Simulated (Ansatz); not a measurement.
**C: a line through a two-coordinate scan**

The task here is to estimate one member of a computed series from the others.

Method: DFT PBE+D3(BJ), scalar-relativistic, plane waves, PAW, in Ansatz 0.2.0.

40 further runs of the same task are left out: 40 set aside as unsound or not needed.

## Starting point

It takes space group Fmmm (No. 69, orthorhombic). Conventional cell: a = 2.466 Å, b = 4.268 Å, c = 6.796 Å, α = 90.00°, β = 90.00°, γ = 90.00°. Around C (site symmetry m2m) lie 3 C at 1.42 Å.

As a file:

```cif
data_structure
_symmetry_space_group_name_H-M 'P 1'
_symmetry_Int_Tables_number 1
_cell_length_a 4.0125
_cell_length_b 3.6146
_cell_length_c 2.4646
_cell_angle_alpha 80.178
_cell_angle_beta 62.578
_cell_angle_gamma 37.245
_cell_volume 17.88
loop_
_atom_site_label
_atom_site_type_symbol
_atom_site_fract_x
_atom_site_fract_y
_atom_site_fract_z
_atom_site_occupancy
C1 C 0.16670 0.83330 0.16670 1
C2 C 0.83330 0.16670 0.83330 1
```

This cell was relaxed beforehand with the same method: volume 8.94 Å³/atom, gap on the mesh 0.07 eV.

## The scan

Atoms count from 1 in the order of the input.

The energy is mapped over a free internal coordinate and the cell.

First coordinate, shift of C1 along [0 1 0], its symmetry partners moved as symmetry demands (measured in the relaxed cell): 9 values from −0.150 Å. Second coordinate, volume per atom at fixed shape: 9 values from 8.224 to 9.655 Å³.

Nothing else is relaxed (all other coordinates fixed). Energies count from the relaxed crystal. Points are written as (first, second).

Set-up of the first run:

Contents of input.yaml:

```yaml
crystal:
  lattice:
    - [0.0, 2.0755805716, 3.3047059672]
    - [1.1989765253, 0.0, 3.3047059672]
    - [1.1989765253, 2.0755805716, 0.0]
  atoms:
    - { symbol: C, position: [0.1930543001, 0.8069456999, 0.1930543001] }
    - { symbol: C, position: [0.8069456999, 0.1930543001, 0.8069456999] }
basis:
  ecutwfc: 520.0
kpoints:
  mp_grid: { grid: [16, 16, 16] }
hamiltonian:
  xc: pbe
  pseudopotentials: { kind: paw, azcp: { folder: soft_1 } }
  dispersion: d3bj
scf:
  occupations: { method: gaussian, width: 0.03 }
output:
  forces: true
  stress: true
  eigenvalues: true
```

On the command line:

```bash
ansatz run input.yaml --threads 1 --pin off --max-ram 2048MiB --backend cpu --events-out ev --progress --plain --runs-dir out
```

Among the steps run: The run at (0.113 Å, 8.224 Å³); Point (0.113 Å, 8.582 Å³); Grid point (0.113 Å, 8.761 Å³); Point (0.113 Å, 8.939 Å³); The run at (0.113 Å, 9.118 Å³); Grid point (0.113 Å, 9.476 Å³); Grid point (0.113 Å, 9.655 Å³).

One table of the session follows, with a row left open; its other results are not shown here.

```
volume per atom at fixed shape (Å³)  energy (meV/atom)  slope (meV/atom per Å³)  pressure (GPa)  largest force on an atom (eV/Å)
                              8.224                687                     −301            48.2                             9.25
                              8.403                638                     −245            39.3                             8.94
                              8.582                599                     −194            31.1                             8.67
                              8.761                569                     −147            23.6                             8.40
                              8.939                546                     −105            16.8                             8.11
                              9.118                  ?                        ?               ?                                ?
                              9.297                522                      −31             4.9                             7.48
                              9.476                520                        1            −0.2                             7.21
                              9.655                523                       30            −4.8                             6.97
```

Q: Estimate the row for volume per atom at fixed shape (Å³) = 9.118 from the others.

Worked estimate for «energy (meV/atom)». A straight line through the neighbours (8.939, 546) and (9.297, 522) gives 546 + (522 − 546) × (9.118 − 8.939) / (9.297 − 8.939) = 534; a parabola fitted to 4 rows on both sides gives 530.

The run gave: energy (meV/atom): 531; slope (meV/atom per Å³): −66; pressure (GPa): 10.6; largest force on an atom (eV/Å): 7.79. In «energy (meV/atom)» the line misses by +3 and the parabola by -1.

Energies count from the relaxed crystal. Rows without a step come from runs not printed here or follow by symmetry. Slopes come from the forces (and the stress, where the cell changes), not from differences of energies.

In words: The lowest point of the line is at 9.476 Å³, 520 meV/atom from the zero. V·d²E/dV² there is about 260 GPa, a bulk modulus under this line's constraint. The highest point computed, at 8.224 Å³, lies 167 meV/atom above the lowest.
